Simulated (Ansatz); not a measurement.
Calculation for CdS (rocksalt type): DFT, PBEsol, all-electron PAW with datasets made for the crystal, scalar-relativistic (Ansatz 0.2.0). This run: volume at 0.55 of the series' base cell.

The cell comes from a relaxation on PAW files under the same functional, begun from a prototype that needn't be the stable phase.

Command: `ansatz run input.yaml --threads 1 --pin off --max-ram 2048MiB --backend cpu --events-out ev --progress --plain --runs-dir out` It took 7.9 s on 1 thread of Arm Neoverse V2 (shared host), peak memory 0.54 GiB.

```yaml
crystal:
  lattice:
    - [0.0, 2.2109728379, 2.2109728379]
    - [2.2109728379, 0.0, 2.2109728379]
    - [2.2109728379, 2.2109728379, 0.0]
  atoms:
    - { symbol: Cd, position: [0.0, 0.0, 0.0] }
    - { symbol: S, position: [0.5, 0.5, 0.5] }
kpoints:
  mp_grid: { grid: [13, 13, 13] }
scf:
  occupations: { method: fermi_dirac, width: 0.08 }
hamiltonian:
  xc: pbesol
  pseudopotentials: { kind: all_electron, datasets: crystal }
output:
  forces: true
  stress: true
  eigenvalues: true
```

Output:

```
hamiltonian.pseudopotentials.datasets: crystal makes datasets for this crystal and solves the spheres of its atoms anew in each pass: cutoff 420.0 eV, the density's 1680.0 eV; for an error of 0.50 meV an atom under PBE, 1.0 meV for the cell; an energy difference from a run of another recipe may be off by several times the error for the cell, under r2SCAN by more, where some 0.1 meV an atom stays at smaller errors; S in spheres of 0.990 Å, 6 of its electrons in bands; Cd in spheres of 1.217 Å, 12 of its electrons in bands, 8 on its site; only band paths and densities of states list, in semicore columns, the levels of the semicore shells that are solved separately: 4s of Cd, 4p of Cd
Engine: ansatz 0.2.0
Pseudopotentials: kind: all_electron
Pseudopotential: Cd, paw, valence charge 20, recommended cutoff 420 eV (normal), crystal/all_electron/pbesol/scalar/gaussian/Cd, Koelling and Harmon's equation, gaussian nucleus
Pseudopotential: S, paw, valence charge 6, recommended cutoff 420 eV (normal), crystal/all_electron/pbesol/scalar/gaussian/S, Koelling and Harmon's equation, gaussian nucleus
Functional definition: PBEsol
  exchange = pbesol_x
  correlation = pbesol_c
Crystal: 2 atoms, lattice volume = 21.616 Å³
Basis set: ecut = 420 eV, 411 PW (Γ), exchange–correlation on 48×48×48 points (8 copies of the dense FFT grid, shifted against one another)
Bands: 13, of which v1, the nominal top of the filled ones, is band 9 counted from 1 (8 counted from 0)
Symmetry: 48 space group operations
Space group: Fm-3m (ITA 225), of the structure as read, at distance tolerance 2.8e-5 Å
k-points: 84 of 2197
Non-local potential: Cd, projectors of the file, l = 0: 1, l = 1: 1, l = 2: 2
Non-local potential: S, projectors of the file, l = 0: 1, l = 1: 1, l = 2: 2
PAW form: soft (Blöchl's): semilocal exchange-correlation on the pseudo side does not see the compensation charge
PAW one-centre angular grid: Cd, 590 points (default); XC on its mesh's 1829 points in the sphere
PAW one-centre angular grid: S, 110 points (default); XC on its mesh's 1879 points in the sphere
Initial density: superposition of atomic densities (neutral atoms: chi_scale 0, normalization atom)
Initial wavefunctions: pseudopotential atomic-orbital guess
Functional: x = pbesol(κ = 0.804, μ = 0.12345679012345678), c = pbesol(β = 0.046)
iter 1 solved again at ethr=1.30e-2 eV; its pass at ethr=1.00e-1 eV (dr2=2.34e0 eV) is discarded
SCF iter   1: F=—  HF=-163006.215277 eV  |F-HF|=—  |Δ(HF+E_count)|=         —  Δρ=8.92e-2  dr2=2.31e0  ethr=1.30e-2  ⟨swp⟩=2.2  Hψ=6305  notcnv=0
preconditioner: auto → none  [metal: Δε(μ)=0.125 eV  Ē_g=15.647 eV  σ=0.080 eV  W_gap=0.37  n_scr=8 (ndim 8)  ℏωp=33.9 eV  f_vac=0.001  D(μ)=0.17/eV (n_scr^D=0)  sad-step TF]
SCF iter   2: F=—  HF=-163005.592444 eV  |F-HF|=—  |Δ(HF+E_count)|=   6.23e-1  Δρ=4.60e-2  dr2=6.15e-1  ethr=1.28e-2  ⟨swp⟩=2.3  Hψ=2209  notcnv=0  defer=2
iter 3 solved again at ethr=2.73e-5 eV; its pass at ethr=3.42e-3 eV (dr2=4.92e-3 eV) is discarded
SCF iter   3: F=—  HF=-163005.328609 eV  |F-HF|=—  |Δ(HF+E_count)|=   2.64e-1  Δρ=7.36e-3  dr2=5.15e-3  ethr=2.73e-5  ⟨swp⟩=2.8  Hψ=5532  notcnv=0  defer=3
SCF iter   4: F=—  HF=-163005.332074 eV  |F-HF|=—  |Δ(HF+E_count)|=   3.47e-3  Δρ=6.33e-3  dr2=6.02e-3  ethr=2.73e-5  ⟨swp⟩=3.0  Hψ=2645  notcnv=0  defer=4
SCF iter   5: F=—  HF=-163005.330547 eV  |F-HF|=—  |Δ(HF+E_count)|=   1.53e-3  Δρ=6.81e-4  dr2=1.43e-4  ethr=2.73e-5  ⟨swp⟩=3.0  Hψ=2609  notcnv=0  defer=3
SCF iter   6: F=—  HF=-163005.330902 eV  |F-HF|=—  |Δ(HF+E_count)|=   3.55e-4  Δρ=5.15e-4  dr2=4.59e-5  ethr=7.93e-7  ⟨swp⟩=3.0  Hψ=3197  notcnv=0  defer=3
SCF iter   7: F=—  HF=-163005.330890 eV  |F-HF|=—  |Δ(HF+E_count)|=   1.27e-5  Δρ=5.24e-5  dr2=3.82e-7  ethr=2.55e-7  ⟨swp⟩=3.0  Hψ=2143  notcnv=0  defer=2
SCF iter   8: F=-163005.330890 eV  HF=-163005.330890 eV  |F-HF|=6.40e-10  |Δ(HF+E_count)|=   2.47e-8  Δρ=4.19e-6  dr2=1.76e-9  ethr=2.12e-9  ⟨swp⟩=3.0  Hψ=2501  notcnv=0
SCF 1 converged in 8 iterations: F = -163005.330890 eV  dr2 = 1.76e-9
  Residual-converged pass: ⟨swp⟩=3.4  Hψ=2543  notcnv=0  max |occ|·‖R‖ = 5.2e-6 eV (tolerance 5.3e-6 eV)  dr2=1.95e-9  dr2_onsite=1.60e-9  max |Δocc| = 2.1e-10
  greatest PAW one-centre occupation: 0.935 electrons in one spin orbital (limit 2), on the Cd atom at site 0 (counted from 0), in its partial waves of l = 2
SCF converged after 8 iterations
Free energy (F): -163005.330890 eV
Harris-Foulkes:  -163005.330890 eV  (|F-HF|=6.40e-10)
Internal energy: -163005.325800 eV  (E = F + TS)
E sigma→0 (E₀):  -163005.328345 eV
Entropy (-TS):   -0.005090 eV (-2.545 meV/atom)
Past the cutoff: the bands carry plane waves up to 1.75 times it, of which those up to 1.5 times it add -0.000092 eV an atom, each by itself; the spheres take 0.000094 eV an atom off the energy for waves past 1.75 times it
By the cutoff:   a pressure is off by up to 0.006 GPa (1.2 times the spheres' own share and the shells' term, over an atom's volume, and 0.004 GPa: a bound that held against runs at twice the plane waves)
Past the cutoffs: a stress includes 0.0025 GPa for waves and charges beyond them, in addition to the slope of what the spheres take
In the spheres:  the bands' charges fall short by 1.0e-6 e at most (sound up to 1e-3), those of shells solved beside the bands by 9.6e-8 e (sound up to 5e-4)
Fermi energy:    27.133253 eV
--- Per-component energies (eV) ---
  E_band       = 304.513735
  E_kinetic    = 376.153658
  E_local      = -2301.758686  (includes V_loc(G=0)·N_el)
  E_nonlocal   = 249.321660
  E_hartree    = 1214.576085
  E_xc         = -179.228958
  E_vxc        = -208.696123  (∫ρ·V_xc dr)
  E_paw        = -165019.212972  (= ΣΔE_a)
  E_vpaw       = -6575.093481  (= ΣTr[D̂ρ^β])
  E_ewald      = -3680.609835
  E_smearing   = -0.005090  (= −TS)
  E_closure    = 6335.433248  (closes the sum)
  Σ components = -163005.330890   (vs F -163005.330890, Δ=0.00e0)
  The terms above E_closure are by the made datasets' own strengths, without shells solved beside the bands.
--- Forces (eV/Å), atoms counted from 1 ---
  atom   1  Cd    -0.00000000    -0.00000000    -0.00000000
  atom   2  S      0.00000000    -0.00000000    -0.00000000
  max |Σ_I F_I| component: 2.32e-30 eV/Å
--- Stress (GPa, compression-positive) ---
      200.613373       0.000000      -0.000000
        0.000000     200.613373      -0.000000
       -0.000000       0.000000     200.613373
  P = ⅓ Tr σ = 200.6134 GPa (2006.134 kbar)
  It holds what live shells' own plane waves past their cutoff add
--- Band table (eV; the first three rows and the last of 84) ---
  k-point 0: bands = ["6.7613", "15.2760", "15.2760", "15.2760", "15.3230", "15.3230", "23.7446", "23.7446", "23.7446", "32.1356", "35.3892"]
  k-point 1: bands = ["6.8884", "15.2182", "15.2182", "15.2216", "15.3425", "15.3425", "23.2862", "23.9269", "23.9269", "32.5477", "34.1828"]
  k-point 2: bands = ["7.2633", "14.9726", "14.9726", "15.0520", "15.5019", "15.5019", "22.2079", "24.4267", "24.4267", "32.2204", "34.3495"]
  k-point 83: bands = ["9.6147", "14.4451", "14.6213", "14.7718", "16.6746", "18.4281", "19.6509", "19.7499", "20.9637", "32.2550", "33.2469"]
```
